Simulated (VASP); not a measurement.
Input of a VASP 6.6.1 run:

File INCAR:

```
SYSTEM = Pt
PREC = Accurate
ENCUT = 520
EDIFF = 1E-7
ISMEAR = 0
SIGMA = 0.1
LREAL = .False.
LASPH = .True.
NELM = 4
ALGO = Normal
ISIF = 3
LWAVE = .False.
LCHARG = .False.
GGA = PE
IBRION = 2
NSW = 80
EDIFFG = -0.002
```

KPOINTS

```
regular mesh
0
Gamma
  18 18 18
  0 0 0
```

POSCAR

```
Pt                                      
1.0
    0.0000000000      1.9837689578      1.9837689578
    1.9837689578      0.0000000000      1.9837689578
    1.9837689578      1.9837689578      0.0000000000
  Pt            
     1
Direct
     0.0000000000000000    0.0000000000000000    0.0000000000000000
```

Potentials or basis: VASP PAW PBE potentials, release 64 (Pt).

Launch:

```bash
$ cat potpaw_PBE.64/Pt/POTCAR > POTCAR
$ mpirun -np 1 vasp_std > vasp.out
```

(1) What does it give for the band gap on the k mesh?

## Answers

(1) none (metal or under the smearing width).
